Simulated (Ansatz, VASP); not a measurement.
## TiSe2 (TiSe2 monolayer (from P-3m1)) in two plane-wave programs

Wanted: the spread between two codes on one cell, functional and k mesh. The structure shown is the start of the Ansatz relaxation below; VASP solves that cell, so the two are compared at the walk's first step.

Main program and level: Ansatz 0.2.0; plane waves, with VASP 6.6.1 beside it; single point at PBE.

## (1) Starting point

The cell holds 3 atoms: 1 Ti and 2 Se. Its edges and angles: a = 3.536 Å, b = 3.536 Å, c = 29.929 Å, α = 90.0°, β = 90.0°, γ = 120.0°. Vacuum lies along c. The height across the vacuum is the one that the program set for its solve, not the one typed.

## (2) Ansatz: relaxation, PBE

Ansatz runs on its default PAW (the set named soft_2) files.

The two programs are compared at the cell with which this relaxation starts, whose forces are those of its first step.

File input.yaml:

```yaml
crystal:
  lattice:
    - [3.536, 0.0, 0.0]
    - [-1.768, 3.062266, 0.0]
    - [0.0, 0.0, 27.064442]
  atoms:
    - { symbol: Ti, position: [0.3333333, 0.6666667, 0.5] }
    - { symbol: Se, position: [0.0, 0.0, 0.5566138] }
    - { symbol: Se, position: [0.6666667, 0.3333333, 0.4433862] }
  periodic: [true, true, false]
basis:
  ecutwfc: 420
  xc_grid: 2
hamiltonian:
  xc: pbe
kpoints:
  mp_grid: { grid: [11, 11, 1] }
scf:
  occupations: { method: fermi_dirac, width: 0.02 }
  max_iter: 60
relax:
  f_tol: 0.005
  max_steps: 60
  cell: {}
output:
  forces: true
checkpoint:
  write: "../cell.run"
  compress: false
  write_wavefunctions: false
  write_every: 100000
```

Command:

```bash
$ ansatz run input.yaml --threads 4 --pin off --max-ram 10362MiB --backend cpu --events-out ev --progress --plain --runs-dir out
```

Numbers of over 12 decimals in the logs are rounded to 6 here.

Output:

```text
Warning: crystal.periodic: the lattice vector that does not repeat stood 0.000° off the slab's normal, 27.064 Å along it as the deck builds it. The run solves the slab on a vector along the normal, 29.929 Å long, with every atom where it was (on the deck's vector they left 24.00 Å outside them, and the widest stretch free of ions among them is 1.53 Å). A fractional position that the run reports is one of the run's ce [...]
crystal.periodic: the lattice vector that does not repeat stood 0.000° off the slab's normal, 27.064 Å along it as the deck builds it. The run solves the slab on a vector along the normal, 29.929 Å long, with every atom where it was (on the deck's vector they left 24.00 Å outside them, and the widest stretch free of ions among them is 1.53 Å). A fractional position that the run reports is one of the run's cell, which [...]
Engine: ansatz 0.2.0, aarch64-unknown-linux-gnu
Pseudopotentials: kind: paw
Pseudopotential: Ti, paw, valence charge 12, recommended cutoff 420 eV (normal), Ti.paw.azcp
Pseudopotential: Se, paw, valence charge 16, recommended cutoff 420 eV (normal), Se.paw.azcp
Functional definition: PBE
  parameter kappa = 0.804
  parameter beta = 0.066725
  exchange = pbe_x(kappa = kappa, mu = beta*pi^2/3)
  correlation = pbe_c(beta = beta)
Crystal: 3 atoms, lattice volume = 324.075 Å³
Basis set: ecut = 420 eV, 6299 PW (Γ), exchange–correlation on 48×48×432 points (8 copies of the dense FFT grid, shifted against one another)
Bands: 27, of which v1, the nominal top of the filled ones, is band 22 counted from 1 (21 counted from 0)
Symmetry: 12 space group operations
Space group: P-3m1 (ITA 164), of the structure as read, at distance tolerance 6.9e-5 Å
k-points: 16 of 121
Non-local potential: Ti, projectors of the file, l = 0: 3, l = 1: 2, l = 2: 3, l = 3: 1
Non-local potential: Se, projectors of the file, l = 0: 2, l = 1: 2, l = 2: 3, l = 3: 1
PAW form: soft (Blöchl's): semilocal exchange-correlation on the pseudo side does not see the compensation charge
PAW one-centre angular grid: Ti, 590 points (default); XC on 64 Gauss nodes
PAW one-centre angular grid: Se, 590 points (default); XC on 64 Gauss nodes
Initial density: superposition of atomic densities (neutral atoms: chi_scale 0, normalization atom), corrected by the library's trained network
Initial wavefunctions: pseudopotential atomic-orbital guess
Functional: x = pbe(κ = 0.804, μ = 0.219515), c = pbe(β = 0.066725)
SCF iter   1: F=—  HF=-13441.190435 eV  |F-HF|=—  |Δ(HF+E_count)|=         —  Δρ=1.03e-3  dr2=4.82e-3  ethr=1.77e-3  ⟨swp⟩=12.3  Hψ=2545  notcnv=0
preconditioner: auto → LDOS  [insulator: Δε(μ)=0.141 eV  Ē_g=7.068 eV  σ=0.020 eV  W_gap=0.67  n_scr=18 (ndim 8)  ℏωp=8.3 eV  f_vac=0.774  D(μ)=1.13/eV (n_scr^D=6)  ε∞_Penn≈2.4  β→1.0]
SCF iter   2: F=—  HF=-13441.186512 eV  |F-HF|=—  |Δ(HF+E_count)|=   3.92e-3  Δρ=8.79e-4  dr2=3.55e-3  ethr=1.09e-5  ⟨swp⟩=3.8  Hψ=1258  notcnv=0  defer=8
SCF iter   3: F=—  HF=-13441.186285 eV  |F-HF|=—  |Δ(HF+E_count)|=   2.27e-4  Δρ=3.51e-4  dr2=7.97e-4  ethr=8.07e-6  ⟨swp⟩=2.5  Hψ=669  notcnv=0  defer=8
SCF iter   4: F=—  HF=-13441.186239 eV  |F-HF|=—  |Δ(HF+E_count)|=   4.60e-5  Δρ=8.85e-5  dr2=3.13e-5  ethr=1.81e-6  ⟨swp⟩=2.3  Hψ=561  notcnv=0  defer=8
SCF iter   5: F=—  HF=-13441.186322 eV  |F-HF|=—  |Δ(HF+E_count)|=   8.33e-5  Δρ=1.63e-5  dr2=6.57e-7  ethr=7.11e-8  ⟨swp⟩=2.8  Hψ=637  notcnv=0  defer=8
SCF iter   6: F=—  HF=-13441.186323 eV  |F-HF|=—  |Δ(HF+E_count)|=   1.45e-6  Δρ=4.39e-6  dr2=1.67e-7  ethr=2.27e-10  ⟨swp⟩=7.4  Hψ=1983  notcnv=0
SCF iter   7: F=-13441.186324 eV  HF=-13441.186324 eV  |F-HF|=1.89e-8  |Δ(HF+E_count)|=   1.86e-7  Δρ=1.37e-6  dr2=3.18e-9  ethr=2.27e-10  ⟨swp⟩=5.6  Hψ=1441  notcnv=0
SCF 1 converged in 7 iterations: F = -13441.186324 eV  dr2 = 3.18e-9
  greatest PAW one-centre occupation: 1.000 electrons in one spin orbital (limit 2), on the Se atom at site 2 (counted from 0), in its partial waves of l = 2
relax step   1: F+E_penalty+E_count = -13441.18632366 eV  Δ(F+E_penalty+E_count) = +0.000e0 eV  max|allowed force component| = 1.697e-1 eV/Å  Δτ_max = 0.0000 Å  P = +0.560 N/m  Ω = 324.075 Å³  fix = [c, alpha, beta]  reactions: c +0.000 N/m  (7 SCF iters, dr2 threshold 1.00e-7 eV, accepted)
[...]
relax step   2: F+E_penalty+E_count = -13441.18755538 eV  Δ(F+E_penalty+E_count) = -1.232e-3 eV  max|allowed force component| = 1.259e-1 eV/Å  Δτ_max = 0.0276 Å  P = -0.123 N/m  Ω = 324.379 Å³  energy of the carried Pulay correction = -4.767e-6 eV  fix = [c, alpha, beta]  reactions: c -0.000 N/m  (5 SCF iters, dr2 threshold 3.00e-7 eV, accepted)
[...]
relax step   3: F+E_penalty+E_count = -13441.18928836 eV  Δ(F+E_penalty+E_count) = -1.733e-3 eV  max|allowed force component| = 3.196e-3 eV/Å  Δτ_max = 0.0139 Å  P = +0.047 N/m  Ω = 325.211 Å³  energy of the carried Pulay correction = -1.780e-5 eV  fix = [c, alpha, beta]  reactions: c +0.000 N/m  (5 SCF iters, dr2 threshold 3.00e-7 eV, accepted)
[...]
relax step   4: F+E_penalty+E_count = -13441.18930742 eV  Δ(F+E_penalty+E_count) = -1.906e-5 eV  max|allowed force component| = 3.212e-3 eV/Å  Δτ_max = 0.0000 Å  P = +0.047 N/m  Ω = 325.211 Å³  fix = [c, alpha, beta]  reactions: c +0.000 N/m  stress off target by 4.71e-2 N/m on what of the cell is left free  SCF on the basis re-selected at this cell (its energy is not comparable with the rows above)  (7 SCF iters)
basis re-selected at this cell: Δ(F+E_penalty+E_count) = -1.906e-5 eV, ΔP = -0.000 N/m vs the last step (what re-selecting the basis moved, of the pressure what is left beyond the Pulay correction that the steps carried, after the strain that the cell walked since its last selection, with what the two solves' SCF thresholds leave and, on support functions, any second-order correction that the steps lacked; it is no m [...]
SCF converged after 7 iterations
Free energy (F): -13441.189307 eV
Harris-Foulkes:  -13441.189307 eV  (|F-HF|=2.34e-9)
Internal energy: -13441.187851 eV  (E = F + TS)
E sigma→0 (E₀):  -13441.188579 eV
Entropy (-TS):   -0.001456 eV (-0.485 meV/atom)
Fermi energy:    -5.358855 eV
--- Per-component energies (eV) ---
  E_band       = -1578.196986
  E_kinetic    = 508.385946
  E_local      = -100265.894806  (includes V_loc(G=0)·N_el)
  E_nonlocal   = -1185.297680
  E_hartree    = 49707.099717
  E_xc         = -306.462932
  E_vxc        = -318.991234  (∫ρ·V_xc dr)
  E_paw        = -4868.780449  (= ΣΔE_a)
  E_vpaw       = 269.402329  (= ΣTr[D̂ρ^β])
  E_aug_tail   = -0.001094  (compensation charges beyond the density's cutoff)
  E_ewald      = 42969.763447
  E_smearing   = -0.001456  (= −TS)
  E_closure    = 0.000000  (closes the sum)
  Σ components = -13441.189307   (vs F -13441.189307, Δ=0.00e0)
--- Forces (eV/Å), atoms counted from 1 ---
  atom   1  Ti     0.00000000     0.00000000     0.00000000
  atom   2  Se     0.00000000     0.00000000    -0.00321163
  atom   3  Se     0.00000000    -0.00000000     0.00321163
  max |Σ_I F_I| component: 5.78e-19 eV/Å
--- 2D stress c σ (N/m, compression-positive) ---
        0.047126       0.000000      -0.000000
        0.000000       0.047126      -0.000000
       -0.000000      -0.000000       0.000000
  P = ½ c Tr σ = 0.0471 N/m
--- Relaxed structure (3 steps of the walk, 3 accepted, 1 SCFs on fresh bases) ---
  F+E_penalty+E_count = -13441.18930742 eV   max|allowed force component| = 3.212e-3 eV/Å   (the final SCF, on the basis selected at the relaxed cell)
  cell:  # Å, volume = 325.2108 Å³
    - [3.542190, 0.0, 0]
    - [-1.771095, 3.067627, 0]
    - [0, 0, 29.928884]
  atoms:
    - { symbol: Ti, position: [0.333333, 0.666667, 0.452146] }
    - { symbol: Se, position: [2.869128822400849e-19, 0, 0.503799] }
    - { symbol: Se, position: [0.666667, 0.333333, 0.400492] }
```

The column dr2 measures how far the density is from self-consistency, as an energy; F and HF (Harris–Foulkes) agree once it is small.

## (3) VASP: single point, PBE, start cell

The same cell, functional, mesh and smearing now go to VASP, with its own data sets.

Lines of VASP's logs that name or quote its potential files are left out, and so is its time.

File INCAR:

```
SYSTEM = TiSe2
PREC = Accurate
ENCUT = 400
EDIFF = 1E-06
NELM = 120
ISMEAR = -1
SIGMA = 0.02
LREAL = .FALSE.
ALGO = Normal
GGA = PE
NBANDS = 18
LASPH = .TRUE.
LORBIT = 11
LWAVE = .FALSE.
LCHARG = .FALSE.
ISIF = 2
LDIPOL = .TRUE.
IDIPOL = 3
DIPOL = 0.5 0.5 0.452
LVHAR = .TRUE.
GGA_COMPAT = .FALSE.
NELMDL = -8
```

File POSCAR:

```
TiSe2
1.0
    3.5360000000      0.0000000000      0.0000000000
   -1.7680000000      3.0622660000      0.0000000000
    0.0000000000      0.0000000000     29.9288840000
Ti Se
1 2
Direct
    0.3333333878      0.6666667755      0.4521458602
    0.0000000000      0.0000000000      0.5033412539
    0.6666666122      0.3333332245      0.4009504664
```

File KPOINTS:

```
Automatic mesh
0
Gamma
11 11 1
0 0 0
```

Potentials, in the order of the species: Ti_sv and Se (PBE family, release 64).

Command:

```bash
$ mpirun -np 1 vasp_std
```

Output:

```text
[banner, memory and clock lines left out]
running    1 mpi-ranks, on    1 nodes
 distrk:  each k-point on    1 cores,    1 groups
 distr:  one band on    1 cores,    1 groups

 POSCAR found type information on POSCAR TiSe
 POSCAR found :  2 types and       3 ions
 LDA part: xc-table for (Slater+PW92), standard interpolation
 POSCAR, INCAR and KPOINTS ok, starting setup
 FFT: planning ... GRIDC
 FFT: planning ... GRID_SOFT
 FFT: planning ... GRID
 WAVECAR not read
 entering main loop
       N       E                     dE             d eps       ncg     rms          rms(c)
DAV:   1     0.154818515124E+03    0.15482E+03   -0.95832E+03   704   0.821E+02
DAV:   2     0.182087973070E+01   -0.15300E+03   -0.15013E+03   766   0.226E+02
DAV:   3    -0.202915322006E+02   -0.22112E+02   -0.22045E+02  1014   0.776E+01
DAV:   4    -0.212731336835E+02   -0.98160E+00   -0.97930E+00   796   0.154E+01
DAV:   5    -0.213509007717E+02   -0.77767E-01   -0.77755E-01   900   0.338E+00
DAV:   6    -0.213515632863E+02   -0.66251E-03   -0.66249E-03   838   0.401E-01
DAV:   7    -0.213515866461E+02   -0.23360E-04   -0.23359E-04   872   0.583E-02
DAV:   8    -0.213515868138E+02   -0.16773E-06   -0.16768E-06   824   0.617E-03    0.123E+01
DAV:   9    -0.197464675432E+02    0.16051E+01   -0.32514E+01   696   0.435E+01    0.118E+01
DAV:  10    -0.187522579488E+02    0.99421E+00   -0.27620E+01   754   0.361E+01    0.572E+00
DAV:  11    -0.182193807501E+02    0.53288E+00   -0.38717E+00   624   0.155E+01    0.167E+00
DAV:  12    -0.181990540371E+02    0.20327E-01   -0.15689E-01   652   0.318E+00    0.858E-01
DAV:  13    -0.181921614834E+02    0.68926E-02   -0.28031E-02   748   0.112E+00    0.342E-01
DAV:  14    -0.181906542242E+02    0.15073E-02   -0.28961E-03   762   0.409E-01    0.104E-01
[...]
DAV:  20    -0.181907583040E+02   -0.13135E-03   -0.17526E-05   698   0.280E-02    0.527E-03
DAV:  21    -0.181907748469E+02   -0.16543E-04   -0.83952E-07   588   0.504E-03    0.300E-03
DAV:  22    -0.181908167560E+02   -0.41909E-04   -0.11817E-06   568   0.433E-03    0.345E-03
DAV:  23    -0.181908212387E+02   -0.44827E-05   -0.17114E-06   572   0.846E-03    0.164E-03
DAV:  24    -0.181908311076E+02   -0.98689E-05   -0.53084E-07   522   0.443E-03    0.709E-04
DAV:  25    -0.181908354128E+02   -0.43052E-05   -0.17267E-07   494   0.113E-03    0.760E-04
DAV:  26    -0.181908381112E+02   -0.26985E-05   -0.14445E-07   496   0.195E-03    0.344E-04
DAV:  27    -0.181908384723E+02   -0.36107E-06   -0.10462E-08   380   0.862E-04
   1 F= -.18190838E+02 E0= -.18190146E+02  d E =-.138429E-02
```

From OUTCAR (step 3):

```text
ion  position               nearest neighbor table
   1  0.333  0.667  0.452-   3 2.55   2 2.55   2 2.55   3 2.55   3 2.55   2 2.55
   2  0.000  0.000  0.503-   1 2.55   1 2.55   1 2.55
   3  0.667  0.333  0.401-   1 2.55   1 2.55   1 2.55

  LATTYP: Found a hexagonal cell.
 ALAT       =     3.5360000000
 C/A-ratio  =     8.4640509050

 Subroutine GETGRP returns: Found 12 space group operations
 (whereof  6 operations were pure point group operations)

The static configuration has the point symmetry C_3v.
 The point group associated with its full space group is D_3d.

 Found     16 irreducible k-points:

   k-points           NKPTS =     16   k-points in BZ     NKDIM =     16   number of bands    NBANDS=     18

   dimension x,y,z NGX =    24 NGY =   24 NGZ =  196
   dimension x,y,z NGXF=    48 NGYF=   48 NGZF=  392

   ENCUT  =  400.0 eV  29.40 Ry    5.42 a.u.   5.77  5.77 48.81*2*pi/ulx,y,z

   NELECT =      24.0000    total number of electrons

 k-points in reciprocal lattice and weights: Automatic mesh
   0.00000000  0.00000000  0.00000000       0.008
   0.09090909  0.00000000  0.00000000       0.050
   0.18181818  0.00000000  0.00000000       0.050
   0.27272727  0.00000000  0.00000000       0.050
   0.36363636  0.00000000  0.00000000       0.050
   0.45454545  0.00000000  0.00000000       0.050
   0.09090909  0.09090909  0.00000000       0.050
   0.18181818  0.09090909  0.00000000       0.099
   0.27272727  0.09090909  0.00000000       0.099
[...]
0.27272727  0.27272727  0.00000000       0.050
   0.36363636  0.27272727  0.00000000       0.050

 dipolmoment           0.000000      0.000000      0.000002 electrons x Angstroem

 average (electrostatic) potential at core
       1 -85.0698       2 -61.2283       3 -61.2283

 E-fermi :  -3.3261

 k-point     1 :       0.0000    0.0000    0.0000
  band No.  band energies     occupation
    ...
      6     -16.0043      2.00000
      7      -7.7943      2.00000
      8      -5.5522      2.00000
      9      -5.5522      2.00000
     10      -4.6822      2.00000
     11      -2.8708      0.00000
     12      -2.8708      0.00000
     13      -2.8415      0.00000
     14      -2.8415      0.00000
     15      -2.4670      0.00000
    ...

 k-point     2 :       0.0909    0.0000    0.0000
  band No.  band energies     occupation
    ...
      8      -5.9098      2.00000
      9      -5.5276      2.00000
     10      -4.4124      2.00000
     11      -3.8133      2.00000
     12      -3.4376      1.99243
     13      -2.7247      0.00000
     14      -2.3212      0.00000
     15      -2.1614      0.00000
     16      -0.2206      0.00000
     17       0.1365      0.00000
    ...

 k-point     3 :       0.1818    0.0000    0.0000
  band No.  band energies     occupation
    ...
      8      -6.4770      2.00000
      9      -5.4798      2.00000
     10      -5.1148      2.00000
     11      -4.1901      2.00000
     12      -3.9420      2.00000
     13      -2.8580      0.00000
     14      -1.9706      0.00000
     15      -1.8929      0.00000
     16      -0.7448      0.00000
     17      -0.0091      0.00000
    ...

  Total        0.3462001      0.3462002      0.4986613      0.0000000      0.0000000      0.0000000
  in kB        1.7115599      1.7115601      2.4653042      0.0000000      0.0000000      0.0000000
  external PRESSURE =       1.9628081 kB  Pullay stress =       0.0000000 kB

  energy-cutoff  :      400.00
  volume of cell :      324.08
      direct lattice vectors                 reciprocal lattice vectors
     3.536000000  0.000000000  0.000000000     0.282805430  0.163277782  0.000000000
    -1.768000000  3.062266000  0.000000000     0.000000000  0.326555564  0.000000000
     0.000000000  0.000000000 29.928884000     0.000000000  0.000000000  0.033412539

 POSITION                                       TOTAL-FORCE (eV/Angst)
 -----------------------------------------------------------------------------------
      0.00000      2.04151     13.53222         0.000000      0.000000      0.000000
      0.00000      0.00000     15.06444        -0.000000      0.000000      0.193238
      1.76800      1.02076     12.00000         0.000000      0.000000     -0.193238
 -----------------------------------------------------------------------------------
    total drift:                               -0.000000     -0.000499      0.000037

  FREE ENERGIE OF THE ION-ELECTRON SYSTEM (eV)
  ---------------------------------------------------
  free  energy   TOTEN  =       -18.1908384723 eV

  energy  without entropy=      -18.1894541774  energy(sigma->0) =      -18.19014632

 vacuum level on the upper side and lower side of the slab         2.022         2.022

 total charge
# of ion       s       p       d       tot
------------------------------------------
    1        2.180   6.164   1.817  10.161
    2        1.471   2.366   0.032   3.870
    3        1.471   2.366   0.032   3.870
--------------------------------------------------
tot          5.123  10.896   1.881  17.900

[... 3 further parts left out ...]
```

This run has no spin polarisation, so a moment on Ti, if there is one, isn't seen.

## (4) Comparison

Known differences besides the potentials themselves: Ansatz cuts the interaction across the vacuum, VASP repeats the sheet with a dipole correction; the data sets hold 44 valence electrons in Ansatz (on its default PAW (the set named soft_2) files) and 24 in VASP; the cutoff is 420 eV in Ansatz and 400 eV in VASP. Total energies have different zeros and are not compared.

Forces (eV/Å; atoms numbered as in POSCAR):

| atom | Ansatz x, y, z | VASP x, y, z |
| --- | --- | --- |
| Ti1 | 0.000, 0.000, 0.000 | 0.000, 0.000, 0.000 |
| Se2 | 0.000, 0.000, 0.170 | 0.000, 0.000, 0.193 |
| Se3 | 0.000, 0.000, -0.170 | 0.000, 0.000, -0.193 |

The forces differ by 11 meV/Å r.m.s., which is 12.2 % of the r.m.s. force of 0.091 eV/Å (both taken over all components). With vacuum in the cell, a pressure given here is an average over mostly empty space and none of the material.

## (5) Outcome

| Quantity | Value |
| --- | --- |
| r.m.s. force difference (single point, PBE, start cell) | 11 meV/Å |

What this shows: The r.m.s. force difference is 11 meV/Å (single point, PBE, start cell), within the 12 meV/Å picked in this series as the mark of a large difference. The data sets hold unlike numbers of valence electrons (44 in Ansatz and 24 in VASP), so part of the differences comes from the potentials. 1 further run of this series is not shown here. How closely two codes agree says nothing of how well the functional describes the real material.

[Lines on the potential files, build, host, timing and source positions are cut from VASP's logs without a mark.]

[Logs are printed without paths, hosts, clocks, repeated set-up lines and the standing remarks that a program may print on its own settings, such as how far it seeks lower states.]

[Hosts, paths, dates, database ids (printed as entryN), source tags and the programs' standing remarks are cut or masked in the printed files.]
